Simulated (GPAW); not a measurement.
The system is Nb.

```
Nb
1.0
    -1.66395    1.66395    1.66395
     1.66395   -1.66395    1.66395
     1.66395    1.66395   -1.66395
Nb
1
Direct
  0.00000 0.00000 0.00000
```

```yaml
Program: GPAW 26.7.0
Task: single point
Functional: PBE
Potentials_or_basis: GPAW PAW data sets (gpaw-data 1.2.1)
Cutoff: 600 eV
Basis: pw
k_mesh: 11 × 11 × 11
Occupations: fermi-dirac, width 0.05 eV
Spin: no spin polarisation
```

On this cell: pressure -2.7 GPa; band gap on the k mesh none (metal or under the smearing width).

The same run follows on a disturbed copy (cell strained at random at fixed volume):

```
Nb
1.0
    -1.65481    1.66189    1.66310
     1.61189   -1.66978    1.62806
     1.70285    1.71781   -1.67098
Nb
1
Cartesian
  0.0014 0.0170 -0.0261
```

Q: What does the disturbed cell give?

A: The energy (extrapolated to zero smearing) moves by +3.6 meV/atom; pressure -2.8 GPa; band gap on the k mesh none (metal or under the smearing width).

Stress tensor (GPa, compression positive):
```
-2.43 -0.73  0.46
-0.73 -4.25  0.22
 0.46  0.22 -1.77
```
